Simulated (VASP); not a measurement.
A run of VASP 6.6.1:

File INCAR:

```
PREC = Accurate ; ENCUT = 520
EDIFF = 1E-6 ; ISMEAR = 0
SIGMA = 0.02 ; LREAL = False
LASPH = True ; NELM = 60
ALGO = Fast ; ISIF = 2
LWAVE = False ; LCHARG = True
GGA = CA ; LVHAR = True
```

The input KPOINTS:

```
Automatic mesh
0
Gamma
  10 10 10
```

File POSCAR:

```
SiC                                     
1.0
    0.0000000000      2.1652932734      2.1652932734
    2.1652932734      0.0000000000      2.1652932734
    2.1652932734      2.1652932734     -0.0000000000
  Si              C             
     1     1
Direct
     0.0000000000000000    0.0000000000000000    0.0000000000000000
     0.2500000000000000    0.2500000000000000    0.2500000000000000
```

Potentials or basis: VASP PAW LDA potentials, release 64 (Si, C).

The run is started by

```bash
$ cat potpaw_LDA.64/Si/POTCAR potpaw_LDA.64/C/POTCAR > POTCAR
$ mpirun -np 1 vasp_std > vasp.out
```

Hardware: 1 thread of Intel(R) Xeon(R) 6975P-C (Granite Rapids), with other jobs on the host.

Estimate the wall time of this run.

Wall time 3.2 s on 1 thread of Intel(R) Xeon(R) 6975P-C (Granite Rapids), with other jobs on the host, peak memory 0.12 GiB. Counts: scf iterations 15, k points 47.
